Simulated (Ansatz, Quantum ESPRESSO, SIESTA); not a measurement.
## Na: 4 runs at one level of theory

```
CELL_PARAMETERS angstrom
-2.14100 2.14100 2.14100
2.14100 -2.14100 2.14100
2.14100 2.14100 -2.14100
ATOMIC_POSITIONS crystal
Na 0.00000 0.00000 0.00000
```

Alike in all runs: task band structure; functional LDA; k mesh 9 × 9 × 9; occupations fermi-dirac, width 0.05 eV; no spin polarisation; no spin-orbit coupling. LDA stands for any of its common fits. Pressure is positive in compression and, in plane waves, holds the error of the finite cutoff.

```csv
program and potentials,plane-wave cutoff (eV),notes,pressure (GPa)
"SIESTA, files PseudoDojo sr-lda-0.4.1-standard, DZP (energy shift 0.003 Ry; two zetas on semicore shells)",-,atomic basis,-1.08
"Quantum ESPRESSO, GBRV 1.5 LDA",612,-,-1.17
"Quantum ESPRESSO, PseudoDojo 0.4.1 SR LDA stringent",1197,-,-1.12
"Ansatz, all-electron LAPW, scalar-relativistic",-,-,-1.12
```

The pressure spans -1.17 (Quantum ESPRESSO, GBRV 1.5 LDA) to -1.08 GPa (SIESTA, files PseudoDojo sr-lda-0.4.1-standard, DZP (energy shift 0.003 Ry; two zetas on semicore shells)), with all-electron results at -1.12. Rows in atomic bases carry the error of their basis and grid, which can be large.

The functional is the same throughout but for its coding, so the spread measures potentials, basis and numerics; runs on potential files found faulty are left out.
